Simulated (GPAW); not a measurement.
Input of a GPAW 26.7.0 run:

Contents of run.py:

```python
from ase import Atoms
from ase.dft.bandgap import bandgap
from ase.io import write
from ase.units import Bohr, GPa
from gpaw import GPAW, PW, setup_paths
from gpaw.elf import elf_from_dft_calculation

setup_paths.insert(0, '.')

atoms = Atoms(['Sb', 'Sb'],
              cell=[[2.1542, 1.2437279499, 3.758],
                    [-2.1542, 1.2437279499, 3.758],
                    [0.0, -2.4874558998, 3.758]],
              scaled_positions=[[0.76651, 0.76651, 0.76651],
                                [0.23349, 0.23349, 0.23349]],
              pbc=True)

calc = GPAW(mode=PW(600),
            xc='PBEsol',
            kpts={'size': (8, 8, 8), 'gamma': True},
            occupations={'name': 'fermi-dirac', 'width': 0.05},
            nbands=25,
            convergence={'density': 1e-05, 'energy': 1e-05},
            maxiter=150,
            txt='gpaw.txt')
atoms.calc = calc
energy = atoms.get_potential_energy()
forces = atoms.get_forces()
stress = atoms.get_stress()
calc.write('gs.gpw')
write('result.traj', atoms)
print(f'Energy: {energy:.6f} eV')
print('Forces (eV/A):')
print(forces.round(4))
print('Stress (GPa):', (stress / GPa).round(3))
print('Fermi level:', round(calc.get_fermi_level(), 4), 'eV')
print(f'Gap: {bandgap(calc)[0]:.4f} eV, direct: {bandgap(calc, direct=True)[0]:.4f} eV')

# fields on the real-space grid
write('density.cube', atoms, data=calc.get_pseudo_density() * Bohr**3)
write('potential.cube', atoms, data=calc.get_electrostatic_potential())
write('elf.cube', atoms, data=elf_from_dft_calculation(calc).data)
```

Potentials or basis: PAW data sets generated in the run's folder for this functional, pw.

The run is started by

```bash
$ gpaw-setup -f PBEsol Sb
$ OMP_NUM_THREADS=1 python run.py
```

**Question.** Predict the pressure.

**Answer.** -0.3 GPa.

**Question.** Estimate the band gap on the k mesh.

**Answer.** None (metal or under the smearing width).

**Question.** Estimate the largest force.

**Answer.** 0.086 eV/Å.

Stress tensor (GPa, compression positive):
```
-0.11  0.00  0.00
 0.00 -0.11  0.00
 0.00  0.00 -0.64
```

The run has no spin-orbit coupling, so splittings on Sb are missing.
